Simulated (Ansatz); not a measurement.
**Black arsenic (Cmce) under PBE: structure, energy and stiffness**

The plan for arsenic in the black arsenic (Cmce) structure: relax it, solve it on a dense k-mesh, then scale the cell to 7 volumes from 88 to 112 % of the relaxed one and try a fit of the equation of state. Spin polarisation is left out. The k-meshes are 9×9×7 for the relaxation; 12×12×9 for the dense run; 10×10×8 for the volumes. It starts from a deposited cell (COD).

Computed with Ansatz 0.2.0 (DFT PBE, plane waves (420 eV) with PAW, scalar-relativistic, unless a step says otherwise).

### 1 Starting point

The structure is orthorhombic, space group Cmce (No. 64). Conventional cell: a = 3.630 Å, b = 10.960 Å, c = 4.450 Å, α = 90.00°, β = 90.00°, γ = 90.00°. As (site symmetry m) is surrounded by 3 As at 2.29 to 2.31 Å.

As a file:

```
CELL_PARAMETERS angstrom
1.81500 -5.48000 0.00000
1.81500 5.48000 0.00000
0.00000 0.00000 4.45000
ATOMIC_POSITIONS crystal
As 0.09800 0.90200 0.91000
As 0.59800 0.40200 0.59000
As 0.90200 0.09800 0.09000
As 0.40200 0.59800 0.41000
```

### 2 Relaxing cell and atoms

Contents of input.yaml:

```yaml
crystal:
  lattice:
    - [1.815, -5.48, 0.0]
    - [1.815, 5.48, 0.0]
    - [0.0, 0.0, 4.45]
  atoms:
    - { symbol: As, position: [0.098, 0.902, 0.91] }
    - { symbol: As, position: [0.598, 0.402, 0.59] }
    - { symbol: As, position: [0.902, 0.098, 0.09] }
    - { symbol: As, position: [0.402, 0.598, 0.41] }
hamiltonian:
  xc: pbe
  pseudopotentials:
    kind: paw
    azcp:
      As: "pseudopotentials/As.paw.azcp"
basis:
  ecutwfc: 420
  fft_grid_basis: typed
kpoints:
  mp_grid: { grid: [9, 9, 7], shift: [0, 0, 0] }
magnetization:
  spin_polarized: false
scf:
  occupations: { method: fermi_dirac, width: 0.1 }
relax:
  max_steps: 60
  f_tol: 0.01
  cell: {}
output:
  write_density: true
  write_potential: true
  elf: true
  volumetric_format: npy
```

On the command line:

```bash
$ ansatz run input.yaml --threads 1 --pin off --max-ram 3584MiB --backend cpu --events-out ev --progress --plain --runs-dir out
```

The runs that follow: Single point on a dense mesh; The cell scaled to 88 % of its volume; The cell scaled to 92 % of its volume; The cell scaled to 96 % of its volume; The cell scaled to 100 % of its volume; The cell scaled to 104 % of its volume; The cell scaled to 108 % of its volume; The cell scaled to 112 % of its volume.

Before running it: what results should come out? Wanted: space group; conventional cell; volume; shortest distance; gap on the mesh; relative to grey arsenic; V₀, B₀, B₀′.

As calculated:

```
                      quantity                                   value
space group (spins left aside)                           Cmce (No. 64)
             conventional cell  a = 3.705 Å, b = 11.413 Å, c = 4.669 Å
                        volume                          24.681 Å³/atom
             shortest distance                                 2.503 Å
   against the measured volume                +11.5 % (22.130 Å³/atom)
               gap on the mesh            none (levels filled in part)
 relative to grey arsenic (A7)                            +15 meV/atom
                   V₀, B₀, B₀′             24.688 Å³/atom, 59 GPa, 4.2
```

In words: The volume comes out 11.5 % larger than measured. No dispersion term holds the layers, chains or molecules together, so the cell swells. It lies 15 meV/atom above the element's reference form at the same level (grey arsenic (A7), from a run of its own). Levels at the Fermi energy are filled in part, as in a metal. The fitted modulus is 59 GPa; even scaling stretches the bonds with the cell, so it lies well above the modulus that a cell free to change shape would show. The symmetry was held, so the structure may be unstable against distortions that break it.
